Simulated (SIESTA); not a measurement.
CuO under changes of volume

One of the cells (10.729 Å³/atom); the others are scaled copies at fixed shape and fractional positions:

```xyz
4
Lattice="2.8795 0.0000 0.0000 0.0391 2.8793 0.0000 0.0175 0.0172 5.1763" Properties=species:S:1:pos:R:3 pbc="T T T"
Cu    0.0195    1.4396    0.0000
Cu    1.4485    0.0086    2.5882
O     2.8881    0.0177    3.8817
O     0.0479    2.8788    1.2947
```

The cell comes from a database or a generator and needn't be the stable form of this composition.

```yaml
Program: SIESTA 5.4.2
Functional: LDA
Potentials_or_basis: PseudoDojo 0.4 standard (LDA files)
Basis: DZP (energy shift 0.003 Ry; two zetas on semicore shells)
Grid_cutoff: 800 Ry
Energy_shift: 0.003 Ry
k_mesh: 9 × 9 × 5
Occupations: fermi-dirac, width 0.05 eV
Spin: no spin polarisation
```

```tsv
volume (Å³/atom)	energy over the lowest point (meV/atom)	pressure (GPa)	largest force (eV/Å)
10.085	?	?	?
10.300	0.00	0.5	0.012
10.515	1.93	-3.3	0.013
10.729	8.68	-6.7	0.014
10.944	19.76	-9.7	0.013
11.158	34.62	-12.4	0.015
11.373	52.85	-14.8	0.016
```

Task: What does the run at 10.085 Å³/atom give?

Result: Energy over the lowest point 3.52 meV/atom; pressure 4.9 GPa; largest force 0.013 eV/Å.

Worked out: A Birch-Murnaghan fit of order 3 (a polynomial in V^(-2/3)) to the other rows has its minimum at 10.33 Å³/atom with B0 = V·E''(V) = 194 GPa and B' = 5.0 at fixed shape and positions, which overstates the stiffness. It gives 3.61 meV/atom at 10.085 Å³/atom, against the run's 3.52, and -dE/dV = 4.9 GPa, against 4.9.

Energies are extrapolated to zero smearing.

Caveats: short orbitals over semicore shells can move pressures by several GPa; the basis of atomic orbitals isn't converged, which shifts pressures, moduli and gaps; the run has no spin polarisation, though such a crystal can be magnetic.
